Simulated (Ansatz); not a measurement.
# Levels at Γ against strain in CdS

```xyz
2
Lattice="0.0000 2.9430 2.9430 2.9430 0.0000 2.9430 2.9430 2.9430 0.0000" Properties=species:S:1:pos:R:3 pbc="T T T"
Cd    0.0000    0.0000    0.0000
S     4.4144    4.4144    4.4144
```

Atom numbers follow the list: Cd1, S2.

Conventional cell: a = 5.886 Å, b = 5.886 Å, c = 5.886 Å, α = 90.00°, β = 90.00°, γ = 90.00°. Around Cd (atom 1) lie 4 S at 2.55 Å. S (atom 2) is surrounded by 4 Cd at 2.55 Å.

The cell is the one relaxed in the Materials Project (mp-2469), not relaxed further here; entries there can be hypothetical.

Computed with DFT, PBE, all-electron LAPW, scalar-relativistic in Ansatz 0.2.0.

Sampling and basis: a Γ-centred 7×7×7 k mesh, Fermi–Dirac smearing of 0.02 eV, basis error target 0.5 meV/atom, no spin polarisation.

The cell is scaled evenly. Fractional coordinates are held (clamped ions).

Only quantities that a quadratic follows smoothly over the whole series are listed; rougher ones are left out.

| ln(V/Vcell) | direct gap at Γ (eV) | smallest gap on mesh and path (eV) |
| --- | --- | --- |
| -0.0619 | 1.219 | 1.219 |
| -0.0101 | 1.109 | 1.109 |
| 0.0000 | 1.087 | 1.087 |
| 0.0583 | 0.957 | 0.957 |

(1) Fit the series and give the slopes at zero strain.

(2) One run, at ln(V/Vcell) = 0.0100, is withheld. Predict its row.

Answers

(1) Least-squares fits y = p0 + p1 x + p2 x² to the rows give direct gap at Γ (eV): p1 = -2.18, p2 = -0.82; smallest gap on mesh and path (eV): p1 = -2.18, p2 = -0.82. So dEg/dln V = -2.2 eV for the direct gap at Γ, the fundamental gap of this crystal. Semilocal gaps are too small, but their slopes carry over better.

(2) The fits give 1.065, 1.065; the run gave 1.065, 1.065.
